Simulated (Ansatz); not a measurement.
Run this with Ansatz's Python interface and show what comes out.

Contents of `mgo.vasp`:
```text
MgO
1.0
   3.30778699    0.00000000    0.00000000
  -1.65389349    2.86462756    0.00000000
   0.00000000    0.00000000    4.98288167
Mg O
2 2
Direct
   0.33333333    0.66666667    0.00215974
   0.66666667    0.33333333    0.50215974
   0.33333333    0.66666667    0.40244026
   0.66666667    0.33333333    0.90244026
```

The script, `mgo.py`:
```python
import csv

import ansatz as az
from ase.io import read

atoms = read("mgo.vasp", format="vasp")
structure = az.Crystal.from_ase(atoms)

calculation = (
    structure.calculation()
    .functional("r2SCAN")
    .kpoints(mesh=(12, 12, 4))
    .occupations("Fixed")
    .scf(tolerance=1e-10)
    .stress()
)

rows = []
for value in [250, 350, 450, 550]:
    rep = calculation.basis(value).run(threads=1, pin="off").report
    rows.append((value, rep["free_energy_ev"] / len(rep["lattice"]["sites"]), rep["n_iterations"], sum(rep["stress_gpa"][i][i] for i in range(3)) / 3, rep["n_pw"]))

with open("ecut.csv", "w", newline="") as handle:
    writer = csv.writer(handle)
    writer.writerow(["cutoff (eV)", "F/atom (eV)", "iterations", "P (GPa)", "plane waves"])
    writer.writerows([round(v, 5) if isinstance(v, float) else v for v in row] for row in rows)

for row in rows[:-1]:
    shift = 1000 * (row[1] - rows[-1][1])
    print(f"{row[0]}: {shift:+.2f} meV/atom" + ("  (within 1 meV)" if abs(shift) < 1 else ""))
```

```console
$ python mgo.py
DeckWarning: basis.ecutwfc = 250 eV is below the records' recommended 500 eV, and the density's cutoff is lower with it unless basis.ecutrho_ratio is high enough to keep the records' density cutoff: compare with a run at a higher cutoff
DeckWarning: basis.ecutwfc = 350 eV is below the records' recommended 500 eV, and the density's cutoff is lower with it unless basis.ecutrho_ratio is high enough to keep the records' density cutoff: compare with a run at a higher cutoff
DeckWarning: basis.ecutwfc = 450 eV is below the records' recommended 500 eV, and the density's cutoff is lower with it unless basis.ecutrho_ratio is high enough to keep the records' density cutoff: compare with a run at a higher cutoff
250: +1001.67 meV/atom
350: +40.81 meV/atom
450: +1.67 meV/atom
```
(Warnings from the package without file and line.)

`ecut.csv`, as written:
```csv
cutoff (eV),F/atom (eV),iterations,P (GPa),plane waves
250,-1248.05242,8,-0.0168,439
350,-1249.01328,8,-0.49116,699
450,-1249.05241,9,-0.53915,1037
550,-1249.05409,9,-0.56805,1399
```

What to keep in mind:
- Pressure is positive in compression.
- The structure comes from a database of computed cells and needn't be a stable or known phase.
- Shifts are counted from the last row, which is itself no proven limit.
- Timing: 29 s on 1 thread of Intel(R) Xeon(R) Processor @ 2.30GHz, on a shared host, peak memory 0.73 GiB.
